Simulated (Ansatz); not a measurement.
## SnO₂ under pressure: fit and missing row

SnO₂, Pbcn, a = 4.703 Å, b = 5.695 Å, c = 5.204 Å. This isn't the usual stable structure of the compound. Ansatz: LDA, PAW, 420 eV, Γ-centred 6×6×6 mesh on 12 atoms, Gaussian smearing 0.02 eV; no spin polarisation. Cell and atoms are relaxed at each pressure, and no other structure is tried, so the rows at high pressure may lie past a change of phase.

| V (Å³/atom) | P (GPa) |
| --- | --- |
| 10.647 | 20.00 |
| 11.089 | 10.00 |
| 11.339 | 5.00 |
| 11.501 | 2.01 |
| 11.617 | -0.02 |
| ? | -2.01 |

Take V0 = 11.617 Å³/atom, count pressures from its P0 = -0.02 GPa, fit the third-order Birch–Murnaghan form to the other rows, and predict the missing volume.

With the Eulerian strain f = ½[(V0/V)^(2/3) − 1] and y = (P − P0)/[3f(1 + 2f)^(5/2)], the form is the line y = B0 + 1.5 B0 (B0′ − 4) f. Rows (f, y): 0.02993, 192.8; 0.01575, 196.2; 0.00814, 197.4; 0.00336, 198.0. Means f = 0.01430, y = 196.10; Σ(Δf)² = 0.0004040, ΣΔfΔy = -0.08023; the slope is their ratio. y = 198.9 − 198.6 f GPa, so B0 = 198.9 GPa and B0′ = 4 + 2 × (-198.6)/(3 × 198.9) = 3.33. P = -2.01 GPa is met at f = -0.00338 (y = 199.57), so V = V0 (1 + 2f)^(−3/2) = 11.736 Å³/atom. The run gave 11.738 Å³/atom, so the fit is 0.002 Å³/atom too low, a small miss on the scale of the series. The form still works here, 22 % of the fitted range beyond its end. With a term in f² added B0′ becomes 3.74, so this figure hangs on the form.